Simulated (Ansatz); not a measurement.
Theory: DFT PBE+D3(BJ), scalar-relativistic, plane waves, PAW in Ansatz 0.2.0. Settings: cutoff 420 eV, Γ-centred meshes spaced at most about 0.3 Å⁻¹ (2π included), Gaussian smearing. No spin polarisation.

Temperature and zero-point effects are left out. Both are relaxed sheets, periodic along a and b.

Two forms of MgS were relaxed alike.

A.

```yaml
crystal:
  periodic: [true, true, false]
  lattice:
    - [3.48307, 0.00000, 0.00000]
    - [0.00000, 3.48307, 0.00000]
    - [0.00000, 0.00000, 31.36000]
  atoms:
    - { symbol: Mg, position: [0.00000, 0.00000, 0.21910] }
    - { symbol: Mg, position: [0.00000, 0.00000, 0.35487] }
    - { symbol: S, position: [0.50000, 0.50000, 0.21943] }
    - { symbol: S, position: [0.50000, 0.50000, 0.35455] }
```

B.

```yaml
crystal:
  periodic: [true, true, false]
  lattice:
    - [3.55779, 0.00000, 0.00000]
    - [0.00000, 3.55779, 0.00000]
    - [0.00000, 0.00000, 31.36000]
  atoms:
    - { symbol: Mg, position: [0.00000, 0.00000, 0.25149] }
    - { symbol: Mg, position: [0.50000, 0.50000, 0.32249] }
    - { symbol: S, position: [0.50000, 0.50000, 0.24116] }
    - { symbol: S, position: [0.00000, 0.00000, 0.33282] }
```

**Question.** Which is lower in energy, and by how much?

**Answer.** B is lower, by 0.31 eV/atom. A has layer group p4/mmm (No. 61), 3.0 Å²/atom and a gap of 2.15 eV on its mesh; B has layer group p4/nmm (No. 64), 3.2 Å²/atom and a gap of 3.42 eV. Counting S atoms around Mg (those within 1.25 times the shortest such distance or 1.15 times the sum of covalent radii), A has Mg 4 and B has Mg 5. In A, Mg at height 0.00 Å has 4 S at 2.46 Å; S at height 0.01 Å has 4 Mg at 2.46 Å. In B, Mg at height 0.32 Å has 5 S at 2.54–2.55 Å; S at height 0.00 Å has 5 Mg at 2.54–2.55 Å. Both come from invented guesses. Shaken at random and relaxed again, B came back. Checks on B: no imaginary mode on a 3×3×1 q mesh.

Kohn–Sham gaps at this level usually fall short of measured ones. Cells without such a test can be saddle points.

B is in effect a two-layer slice of rock salt, the structure of bulk MgS, with each Mg facing an S in the other layer. In A the two nearly flat layers sit with like ions above one another and no Mg–S bond joins them. The fifth neighbour in B probably accounts for much of its 0.31 eV/atom advantage through a better Madelung energy, although the dispersion term may also contribute and the total energies don't separate the two. The bonds lengthen from 2.46 Å to 2.54–2.55 Å, as expected when an ion shares its bonding among more neighbours. The slight outward shift of S in B is typical of a rock-salt surface with a large, polarisable anion.

The wider gap of B fits the same picture: a stronger site potential lowers the filled S 3p states relative to the empty, largely Mg-derived ones. This remains an inference without projected states. The ordering of these two sheets doesn't show whether B would resist thickening towards bulk rock salt.
